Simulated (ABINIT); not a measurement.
# Ge (Fd-3m) in ABINIT: notebook

One crystal, Ge, is run at these levels: LDA-VWN, PBEsol, WC, PBE; tasks: band structure.

Program: ABINIT 10.8.3 (patched build). These are calculated values, not measurements. Logs are shortened: lines on timing, memory, paths and dates and some standing lists are left out, and cuts for length are marked. The log counts tension as positive stress, the text compression.

**Experimental background.**

From “Electronic and optical properties of SixGe1-x-ySny alloys lattice-matched to Ge”, 2021, arxiv:2109.02782, for a bulk crystal of Ge: band gap 0.807 eV (direct) at 300 K; band gap 0.666 eV (indirect) at 293 K.

The runs below are set against these values where they give the same quantity.

### 1 Starting point

Symmetry: Fd-3m, No. 227, cubic system. Conventional cell: a = 5.658 Å, b = 5.658 Å, c = 5.658 Å, α = 90.00°, β = 90.00°, γ = 90.00°. Ge (site symmetry -43m) is surrounded by 4 Ge at 2.45 Å.

### 2 Band structure, LDA-VWN

The input, run.abi:

```
# Datasets: ground state, then fixed potential
ndtset 2

# Pseudopotentials
pp_dirpath "./"
pseudos "Ge.LDA_PW-JTH.xml"

# Structure
acell 7.5601949712 7.5601949712 7.5601949712
rprim
     0.0000000000     0.7071067812     0.7071067812
     0.7071067812     0.0000000000     0.7071067812
     0.7071067812     0.7071067812     0.0000000000
ntypat 1
znucl 32
natom 2
typat 1 1
xred
     0.7500000000     0.7500000000     0.7500000000
     0.5000000000     0.5000000000     0.5000000000

# Plane-wave basis
ecut 20.0
pawecutdg 40.0

# Exchange and correlation
ixc -1007

# Bands and occupations
occopt 3
tsmear 0.05 eV

# SCF cycle
nstep 100

# Output
iomode 3
prtwf 0
prteig 0
prtebands 0
enunit 1
prtden1 1

# Dataset 1
kptopt1 1
ngkpt1 8 8 8
nshiftk1 1
shiftk1 0.0 0.0 0.0
nband1 18
tolvrs1 1.0e-9

# Dataset 2: bands along G-X-W-K-G-L-U-W-L-K
iscf2 -2
getden2 1
nband2 22
nbdbuf2 2
tolwfr2 1.0e-12
kptopt2 -9
ndivsm2 5
prteig2 1
kptbounds2
     0.0000000000     0.0000000000     0.0000000000
     0.5000000000     0.0000000000     0.5000000000
     0.5000000000     0.2500000000     0.7500000000
     0.3750000000     0.3750000000     0.7500000000
     0.0000000000     0.0000000000     0.0000000000
     0.5000000000     0.5000000000     0.5000000000
     0.6250000000     0.2500000000     0.6250000000
     0.5000000000     0.2500000000     0.7500000000
     0.5000000000     0.5000000000     0.5000000000
     0.3750000000     0.3750000000     0.7500000000
```

Potentials or basis: JTH PAW LDA v2.0.

Launch:

```bash
$ abinit run.abi > log 2>&1
```

run.abo:

```text
.Version 10.8.3 of ABINIT
 DATASET    1 : space group Fd -3 m (#227); Bravais cF (face-center cubic)
================================================================================
 Values of the parameters that define the memory need for DATASET  1.
     intxc =       0    ionmov =       0      iscf =      17    lmnmax =      18
     lnmax =       6     mgfft =      32  mpssoang =       3    mqgrid =    3001
     natom =       2  nloc_mem =       2    nspden =       1   nspinor =       1
    nsppol =       1      nsym =      48    n1xccc =       1    ntypat =       1
    occopt =       3   xclevel =       1
       mpw =        1323          nfft =       32768          nkpt =          29
 PAW method is used; the additional fine FFT grid is defined by:
   mgfftf=        45    nfftf =     91125
================================================================================
================================================================================

 DATASET    2 : space group Fd -3 m (#227); Bravais cF (face-center cubic)
================================================================================
 Values of the parameters that define the memory need for DATASET  2.
     intxc =       0    ionmov =       0      iscf =      -2    lmnmax =      18
     lnmax =       6     mgfft =      32  mpssoang =       3    mqgrid =    3001
     natom =       2  nloc_mem =       2    nspden =       1   nspinor =       1
    nsppol =       1      nsym =      48    n1xccc =       1    ntypat =       1
    occopt =       3   xclevel =       1
       mpw =        1326          nfft =       32768          nkpt =          87
 PAW method is used; the additional fine FFT grid is defined by:
   mgfftf=        45    nfftf =     91125
================================================================================
================================================================================

--------------------------------------------------------------------------------
------------- Echo of variables that govern the present computation ------------
--------------------------------------------------------------------------------
 -outvars: echo values of preprocessed input variables --------
            acell      7.5601949712E+00  7.5601949712E+00  7.5601949712E+00 Bohr
              amu      7.26100000E+01
             ecut      2.00000000E+01 Hartree
           enunit           1
           getden1          0
           getden2          1
             iscf1         17
             iscf2         -2
                       outvar_i_n : Printing only first  50 k-points.
              ixc       -1007
           jdtset        1    2
                       outvar_i_n : Printing only first  50 k-points.
           kptopt1          1
           kptopt2         -9
         kptrlatt        8    0    0      0    8    0      0    0    8
          kptrlen1     6.04815598E+01
          kptrlen2     3.00000000E+01
            natom           2
            nband1         18
            nband2         22
           nbdbuf1          0
           nbdbuf2          2
           ndtset           2
           ndivsm1          0
           ndivsm2          5
            ngfft          32      32      32
          ngfftdg          45      45      45
             nkpt1         29
             nkpt2         87
            nstep         100
             nsym          48
           ntypat           1
           occopt           3
        pawecutdg      4.00000000E+01 Hartree
        prtebands           0
           prteig1          0
           prteig2          1
            prtwf           0
            rprim      0.0000000000E+00  7.0710678120E-01  7.0710678120E-01
                       7.0710678120E-01  0.0000000000E+00  7.0710678120E-01
                       7.0710678120E-01  7.0710678120E-01  0.0000000000E+00
           shiftk1     0.00000000E+00  0.00000000E+00  0.00000000E+00
           shiftk2     5.00000000E-01  5.00000000E-01  5.00000000E-01
          spgroup         227
           tolvrs1     1.00000000E-09
           tolvrs2     0.00000000E+00
[... 239 lines left out ...]
 Non-SCF case, kpt    1 (  0.00000  0.00000  0.00000), residuals and eigenvalues=
  4.71E-13  4.81E-13  8.30E-13  7.94E-13  8.29E-13  7.54E-13  4.41E-13  6.23E-13
  9.54E-13  2.36E-13  7.24E-13  2.59E-13  6.07E-13  8.31E-13  8.19E-13  1.74E-13
  4.15E-13  7.94E-13  1.38E-13  3.52E-13  3.77E-11  1.12E-13
 -6.6549E-01 -6.6549E-01 -6.6549E-01 -6.6409E-01 -6.6409E-01 -6.5632E-01
 -6.5632E-01 -6.5632E-01 -6.5584E-01 -6.5584E-01 -2.2191E-01  2.4193E-01
  2.4975E-01  2.4975E-01  2.4975E-01  3.4283E-01  3.4283E-01  3.4283E-01
  4.7703E-01  6.0149E-01  6.0149E-01  6.4319E-01
 Non-SCF case, kpt    2 (  0.03571  0.00000  0.03571), residuals and eigenvalues=
  8.12E-13  6.58E-13  3.07E-13  2.28E-13  6.06E-13  9.22E-13  3.15E-13  4.76E-13
  6.06E-13  7.67E-13  8.26E-13  1.11E-13  6.74E-13  1.82E-13  7.06E-13  8.22E-13
[... 671 lines left out ...]
  9.01E-13  6.62E-13  4.05E-13  3.89E-13  4.62E-13  9.63E-13  7.34E-13  5.50E-13
  2.05E-13  1.82E-13  1.61E-13  4.65E-13  1.85E-06  4.14E-06
 -6.6737E-01 -6.6676E-01 -6.6349E-01 -6.6087E-01 -6.6053E-01 -6.6020E-01
 -6.5942E-01 -6.5778E-01 -6.5431E-01 -6.5375E-01 -1.0348E-01 -5.0641E-02
  8.8110E-02  1.5670E-01  2.9311E-01  4.1812E-01  4.9091E-01  5.0426E-01
  5.4309E-01  6.0384E-01  7.3708E-01  7.6808E-01
 Non-SCF case, kpt   87 (  0.37500  0.37500  0.75000), residuals and eigenvalues=
  2.26E-13  3.18E-13  8.25E-13  3.26E-13  4.39E-13  5.57E-13  9.45E-13  9.04E-13
  3.12E-13  4.71E-13  3.56E-13  9.81E-14  7.79E-13  6.70E-13  2.38E-13  8.63E-13
  2.07E-13  2.77E-13  2.62E-13  1.43E-13  5.44E-06  1.03E-04
 -6.6735E-01 -6.6676E-01 -6.6346E-01 -6.6129E-01 -6.6030E-01 -6.5982E-01
 -6.5961E-01 -6.5781E-01 -6.5430E-01 -6.5376E-01 -9.6626E-02 -5.7656E-02
  8.9536E-02  1.5264E-01  2.8939E-01  3.9723E-01  5.1012E-01  5.1892E-01
  5.4721E-01  6.1128E-01  7.4108E-01  7.8631E-01

--- !ResultsGS
iteration_state: {dtset: 2, }
comment   : Summary of ground state results
lattice_vectors:
- [  0.0000000,   5.3458651,   5.3458651, ]
- [  5.3458651,   0.0000000,   5.3458651, ]
- [  5.3458651,   5.3458651,   0.0000000, ]
lattice_lengths: [   7.56019,    7.56019,    7.56019, ]
lattice_angles: [ 60.000,  60.000,  60.000, ] # degrees, (23, 13, 12)
lattice_volume:   3.0555120E+02
convergence: {deltae:  0.000E+00, res2:  0.000E+00, residm:  9.999E-13, diffor:  0.000E+00, }
etotal    :  -1.91652748E+02
entropy   :   0.00000000E+00
fermie    :   2.48703757E-01
cartesian_stress_tensor: null
pressure_GPa: null
xred      :
- [  7.5000E-01,   7.5000E-01,   7.5000E-01, Ge]
- [  5.0000E-01,   5.0000E-01,   5.0000E-01, Ge]
cartesian_forces: null
force_length_stats: {min: null, max: null, mean: null, }
...

 Integrated electronic density in atomic spheres:
 ------------------------------------------------
 Atom  Sphere_radius  Integrated_density
    1        2.30477         12.40797070
    2        2.30477         12.39939242

================================================================================

 ----iterations are completed or convergence reached----

 Mean square residual over all n,k,spin=   48.064E-14; max=  99.993E-14
 reduced coordinates (array xred) for    2 atoms
       0.750000000000      0.750000000000      0.750000000000
       0.500000000000      0.500000000000      0.500000000000

 cartesian coordinates (angstrom) at end:
    1      4.24336499721219     4.24336499721219     4.24336499721219
    2      2.82890999814146     2.82890999814146     2.82890999814146
 length scales=  7.560194971200  7.560194971200  7.560194971200 bohr
              =  4.000682886028  4.000682886028  4.000682886028 angstroms
 Eigenvalues (   eV  ) for nkpt=  87  k points:
 kpt#   1, nband= 22, wtk=  1.00000, kpt=  0.0000  0.0000  0.0000 (reduced coord)
 -18.10885  -18.10885  -18.10885  -18.07093  -18.07093  -17.85932  -17.85932  -17.85932
 -17.84623  -17.84623   -6.03858    6.58315    6.79603    6.79603    6.79603    9.32882
   9.32882    9.32882   12.98064   16.36751   16.36751   17.50205
 kpt#   2, nband= 22, wtk=  1.00000, kpt=  0.0357  0.0000  0.0357 (reduced coord)
 -18.10993  -18.10928  -18.10928  -18.07049  -18.06876  -17.86522  -17.85921  -17.85921
 -17.84690  -17.84248   -6.01777    5.99853    6.69272    6.69272    7.37322    9.25389
   9.45758    9.45758   13.10217   15.93173   16.38820   17.54672
 kpt#   3, nband= 22, wtk=  1.00000, kpt=  0.0714  0.0000  0.0714 (reduced coord)
 -18.11215  -18.11066  -18.11066  -18.06814  -18.06230  -17.87518  -17.85680  -17.85680
 -17.84875  -17.83709   -5.95538    5.31969    6.43222    6.43222    8.02369    9.05730
   9.79545    9.79545   13.43953   15.19780   16.45311   17.67535
 kpt#   4, nband= 22, wtk=  1.00000, kpt=  0.1071  0.0000  0.1071 (reduced coord)
 -18.11472  -18.11312  -18.11312  -18.06449  -18.05313  -17.88755  -17.85324  -17.85324
 -17.85208  -17.83313   -5.85156    4.64172    6.09634    6.09634    8.63079    8.79218
  10.25907   10.25907   13.93745   14.48758   16.56069   17.89354
 kpt#   5, nband= 22, wtk=  1.00000, kpt=  0.1429  0.0000  0.1429 (reduced coord)
[... 317 lines left out ...]
 -17.80723  -17.79305   -3.27775   -1.00386    2.69611    4.56554    8.23934   11.68429
  12.63936   12.82502   15.13578   16.53735   18.45283   20.30009
 kpt#  85, nband= 22, wtk=  1.00000, kpt=  0.4028  0.4028  0.6944 (reduced coord)
 -18.15941  -18.14283  -18.05670  -17.98321  -17.98060  -17.96586  -17.93562  -17.89729
 -17.80558  -17.79067   -3.05082   -1.16591    2.47943    4.40314    8.10354   11.89489
  12.71617   13.20195   14.92382   16.42198   19.34406   20.57083
 kpt#  86, nband= 22, wtk=  1.00000, kpt=  0.3889  0.3889  0.7222 (reduced coord)
 -18.16004  -18.14348  -18.05449  -17.98320  -17.97405  -17.96488  -17.94381  -17.89912
 -17.80468  -17.78957   -2.81572   -1.37801    2.39760    4.26399    7.97582   11.37774
  13.35830   13.72156   14.77825   16.43135   20.05686   20.90048
 kpt#  87, nband= 22, wtk=  1.00000, kpt=  0.3750  0.3750  0.7500 (reduced coord)
 -18.15949  -18.14357  -18.05369  -17.99450  -17.96769  -17.95460  -17.94903  -17.89993
 -17.80434  -17.78969   -2.62932   -1.56891    2.43639    4.15342    7.87458   10.80919
  13.88111   14.12045   14.89031   16.63388   20.16587   21.39645

== END DATASET(S) ==============================================================
================================================================================

 -outvars: echo values of variables after computation  --------
            acell      7.5601949712E+00  7.5601949712E+00  7.5601949712E+00 Bohr
           etotal1    -1.9165274834E+02
            fcart1    -9.8376456799E-32  2.9512937040E-31 -2.9512937040E-31
                       9.8376456799E-32 -2.9512937040E-31  2.9512937040E-31
            rprim      0.0000000000E+00  7.0710678120E-01  7.0710678120E-01
                       7.0710678120E-01  0.0000000000E+00  7.0710678120E-01
                       7.0710678120E-01  7.0710678120E-01  0.0000000000E+00
           strten1     6.8212182675E-05  6.8212182675E-05  6.8212182675E-05
                       0.0000000000E+00  0.0000000000E+00  0.0000000000E+00
           xangst      4.2433649972E+00  4.2433649972E+00  4.2433649972E+00
                       2.8289099981E+00  2.8289099981E+00  2.8289099981E+00
             xred      7.5000000000E-01  7.5000000000E-01  7.5000000000E-01
                       5.0000000000E-01  5.0000000000E-01  5.0000000000E-01
 Calculation completed.
```

Wall time 79 s (1 thread of Arm Neoverse V1, shared host); peak memory 0.12 GiB.

What came out:

```
Free energy                                           : -5215.1370 eV
Band gap on the k mesh                                : none (metal or under the smearing width)
Valence electrons inside the program's atomic spheres : Ge 12.41, 12.40 (radii [1.2196] Å)
```

Levels at the corners of the path, in eV from the Fermi level:
```tsv
point	band 12	band 13	band 14	band 15	band 16	band 17
Γ	-0.18	0.03	0.03	0.03	2.56	2.56
X	-8.93	-3.06	-3.06	0.70	0.70	9.42
W	-8.83	-3.90	-3.90	4.26	4.26	4.69
K	-8.34	-4.33	-2.61	1.11	4.04	7.11
Γ	-0.18	0.03	0.03	0.03	2.56	2.56
L	-7.63	-1.38	-1.38	0.07	3.76	3.76
U	-8.34	-4.33	-2.61	1.11	4.04	7.11
W	-8.83	-3.90	-3.90	4.26	4.26	4.69
L	-7.63	-1.38	-1.38	0.07	3.76	3.76
K	-8.34	-4.33	-2.61	1.11	4.04	7.11
```

Caveat: the cutoff is too short for stress, so the log's stress isn't used; this crystal is a semiconductor, whose small gap the functional closes, so the metal is an error of the method.

(Continued in part 2 of 2.)
